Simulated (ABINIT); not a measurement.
# Al (Fm-3m) in ABINIT: a series of runs, part 2 of 2

ABINIT 10.8.3 (patched build).

**3. Band structure, HLE16**

The input, run.abi:

```
# Datasets: ground state, then fixed potential
ndtset 2

# Pseudopotentials
pp_dirpath "./"
pseudos "Al.upf"

# Structure
acell 5.4112434042 5.4112434042 5.4112434042
rprim
     0.0000000000     0.7071067812     0.7071067812
     0.7071067812     0.0000000000     0.7071067812
     0.7071067812     0.7071067812     0.0000000000
ntypat 1
znucl 13
natom 1
typat 1
xred
     0.0000000000     0.0000000000     0.0000000000

# Plane-wave basis
ecut 544.227725 eV

# Exchange and correlation
ixc -545

# Bands and occupations
occopt 3
tsmear 0.05 eV

# SCF cycle
nstep 100

# Output
iomode 3
prtwf 0
prteig 0
prtebands 0
enunit 1
prtden1 1
prtvha1 1
prtvclmb1 1
prtpot1 1
prtelf1 1

# Dataset 1
kptopt1 1
ngkpt1 11 11 11
nshiftk1 1
shiftk1 0.0 0.0 0.0
nband1 6
tolvrs1 1.0e-10

# Dataset 2: bands along G-X-W-K-G-L-U-W-L-K
iscf2 -2
getden2 1
nband2 10
nbdbuf2 2
tolwfr2 1.0e-12
kptopt2 -9
ndivsm2 8
prteig2 1
kptbounds2
     0.0000000000     0.0000000000     0.0000000000
     0.5000000000     0.0000000000     0.5000000000
     0.5000000000     0.2500000000     0.7500000000
     0.3750000000     0.3750000000     0.7500000000
     0.0000000000     0.0000000000     0.0000000000
     0.5000000000     0.5000000000     0.5000000000
     0.6250000000     0.2500000000     0.6250000000
     0.5000000000     0.2500000000     0.7500000000
     0.5000000000     0.5000000000     0.5000000000
     0.3750000000     0.3750000000     0.7500000000
```

Potentials or basis: PseudoDojo NC SR PBE v0.4.1 standard.

Command:

```bash
$ abinit run.abi > log 2>&1
```

It took 8.7 s on 1 thread of Intel Xeon 6975P-C (Granite Rapids), shared host; peak memory 0.1 GiB.

Results (log left out):

```yaml
Free_energy: -68.6283 eV
Pressure: -25.1 GPa
Band_gap_on_the_k_mesh: none (metal or under the smearing width)
Valence_electrons_inside_the_program's_atomic_spheres: Al 0.85 (radii [1.0584] Å)
```

Levels at the corners of the path, in eV from the Fermi level:
```csv
point,band 1,band 2,band 3,band 4,band 5,band 6,band 7
Γ,-11.10,12.69,12.69,12.69,14.13,14.13,14.13
X,-2.90,-1.63,5.26,5.64,5.64,8.99,25.34
W,-0.82,-0.82,0.01,1.25,15.84,15.84,16.32
K,-1.86,-1.41,-0.36,6.60,8.17,15.65,21.75
Γ,-11.10,12.69,12.69,12.69,14.13,14.13,14.13
L,-4.65,-4.29,11.41,11.41,11.52,11.52,14.78
U,-1.86,-1.41,-0.36,6.60,8.17,15.65,21.75
W,-0.82,-0.82,0.01,1.25,15.84,15.84,16.32
L,-4.65,-4.29,11.41,11.41,11.52,11.52,14.78
K,-1.86,-1.41,-0.36,6.60,8.17,15.65,21.75
```

Caveat: the potentials were made for a functional far from this one; so large a pressure means that the cell lies far from this level's equilibrium, or that cutoff or potentials fall short; the potentials were made for another functional, which shifts forces and pressure.

**4. Band structure, revPBE**

Changes to run.abi since step 3:

```diff
@@ -1,5 +1,3 @@
-# Datasets: ground state, then fixed potential
 ndtset 2
 
-# Pseudopotentials
 pp_dirpath "./"
@@ -7,3 +5,2 @@
 
-# Structure
 acell 5.4112434042 5.4112434042 5.4112434042
@@ -17,12 +14,9 @@
 typat 1
-xred
-     0.0000000000     0.0000000000     0.0000000000
+xcart
+     0.0000000000     0.0000000000     0.0000000000 Angstrom
 
-# Plane-wave basis
-ecut 544.227725 eV
+ecut 20.0
 
-# Exchange and correlation
-ixc -545
+ixc 14
 
-# Bands and occupations
 occopt 3
@@ -30,6 +24,4 @@
 
-# SCF cycle
 nstep 100
 
-# Output
 iomode 3
@@ -40,8 +32,3 @@
 prtden1 1
-prtvha1 1
-prtvclmb1 1
-prtpot1 1
-prtelf1 1
 
-# Dataset 1
 kptopt1 1
@@ -53,3 +40,2 @@
 
-# Dataset 2: bands along G-X-W-K-G-L-U-W-L-K
 iscf2 -2
@@ -60,3 +46,3 @@
 kptopt2 -9
-ndivsm2 8
+ndivsm2 5
 prteig2 1
```

Potentials or basis: PseudoDojo NC SR PBE v0.4.1 standard.

Command:

```bash
$ abinit run.abi > log 2>&1
```

run.abo:

```text
.Version 10.8.3 of ABINIT
 DATASET    1 : space group Fm -3 m (#225); Bravais cF (face-center cubic)
================================================================================
 Values of the parameters that define the memory need for DATASET  1.
     intxc =       0    ionmov =       0      iscf =       7    lmnmax =       6
     lnmax =       6     mgfft =      24  mpssoang =       3    mqgrid =    3001
     natom =       1  nloc_mem =       1    nspden =       1   nspinor =       1
    nsppol =       1      nsym =      48    n1xccc =    2501    ntypat =       1
    occopt =       3   xclevel =       2
       mpw =         495          nfft =       13824          nkpt =          56
================================================================================
================================================================================

 DATASET    2 : space group Fm -3 m (#225); Bravais cF (face-center cubic)
================================================================================
 Values of the parameters that define the memory need for DATASET  2.
[... 982 lines left out ...]
   4.18690    4.44486    8.35915   13.98228   15.71183   24.55102   26.01514   28.43981
  29.26631   32.91371
 kpt#  86, nband= 10, wtk=  1.00000, kpt=  0.3889  0.3889  0.7222 (reduced coord)
   4.72853    4.97411    7.18135   13.66006   15.34417   23.50766   27.35448   28.98847
  29.23889   33.97982
 kpt#  87, nband= 10, wtk=  1.00000, kpt=  0.3750  0.3750  0.7500 (reduced coord)
   4.99907    5.52557    6.47353   13.40941   15.04872   22.47911   28.53847   28.94565
  29.88311   34.70615

== END DATASET(S) ==============================================================
================================================================================

 -outvars: echo values of variables after computation  --------
            acell      5.4112434042E+00  5.4112434042E+00  5.4112434042E+00 Bohr
           etotal1    -2.3181132793E+00
            fcart1    -0.0000000000E+00 -0.0000000000E+00 -0.0000000000E+00
            rprim      0.0000000000E+00  7.0710678120E-01  7.0710678120E-01
                       7.0710678120E-01  0.0000000000E+00  7.0710678120E-01
                       7.0710678120E-01  7.0710678120E-01  0.0000000000E+00
           strten1     1.9748161670E-05  1.9748161670E-05  1.9748161670E-05
                       0.0000000000E+00  0.0000000000E+00  0.0000000000E+00
 Calculation completed.
```

Wall time 5.7 s (1 thread of Intel Xeon 6975P-C (Granite Rapids), shared host); peak memory 0.1 GiB.

Results:

- Free energy: -63.0791 eV
- Pressure: -0.6 GPa
- Band gap on the k mesh: none (metal or under the smearing width)
- Valence electrons inside the program's atomic spheres: Al 0.87 (radii [1.0584] Å)

Levels at the corners of the path, in eV from the Fermi level:
| point | band 1 | band 2 | band 3 | band 4 | band 5 | band 6 |
| --- | --- | --- | --- | --- | --- | --- |
| Γ | -11.11 | 12.57 | 12.57 | 12.57 | 14.00 | 14.00 |
| X | -2.93 | -1.61 | 5.24 | 5.55 | 5.55 | 9.00 |
| W | -0.85 | -0.85 | 0.17 | 1.07 | 15.75 | 15.75 |
| K | -1.89 | -1.36 | -0.42 | 6.52 | 8.16 | 15.59 |
| Γ | -11.11 | 12.57 | 12.57 | 12.57 | 14.00 | 14.00 |
| L | -4.59 | -4.38 | 11.32 | 11.32 | 11.41 | 11.41 |
| U | -1.89 | -1.36 | -0.42 | 6.52 | 8.16 | 15.59 |
| W | -0.85 | -0.85 | 0.17 | 1.07 | 15.75 | 15.75 |
| L | -4.59 | -4.38 | 11.32 | 11.32 | 11.41 | 11.41 |
| K | -1.89 | -1.36 | -0.42 | 6.52 | 8.16 | 15.59 |

Caveat: the potentials were made for another functional, which shifts forces and pressure.

**5. For comparison**

An earlier run on the cell as given: functional PBE; potentials or basis JTH PAW PBE v2.0; cutoff 544 eV; k mesh 11 × 11 × 11; occupations fermi-dirac, width 0.05 eV; no spin polarisation.

- Pressure: -0.6 GPa
- Band gap on the k mesh: none (metal or under the smearing width)
- Valence electrons inside the program's atomic spheres: Al 0.73 (radii [1.0074] Å)

**6. Overview**

| task | level | potentials or basis | cutoff (eV) | fine-grid cutoff | gap on the mesh (eV) | pressure (GPa) |
| --- | --- | --- | --- | --- | --- | --- |
| band structure | TB-mBJ | JTH PAW LDA v2.0 | 653 | 1251.72 eV | none | - |
| band structure | HLE16 | PseudoDojo NC SR PBE v0.4.1 standard | 544 | - | none | -25.1 |
| band structure | revPBE | PseudoDojo NC SR PBE v0.4.1 standard | 544 | - | none | -0.6 |
| single point | PBE | JTH PAW PBE v2.0 | 544 | 1088.46 eV | none | -0.6 |

Alike in all rows: no spin polarisation; cell as given; k mesh 11 × 11 × 11; smearing fermi-dirac 0.05 eV.

Caveats: the potentials were made for another functional, which shifts forces and pressure (some runs); the constant c of TB-mBJ comes from the pseudo density here, which moves gaps by up to 0.3 eV between sets of potentials (some runs); the PAW data sets were made with another functional, which shifts forces and pressure a little (some runs); the potentials were made for a functional far from this one (some runs); so large a pressure means that the cell lies far from this level's equilibrium, or that cutoff or potentials fall short (some runs).

Total energies depend on the potentials used, so only differences within one code and one set of settings carry meaning.
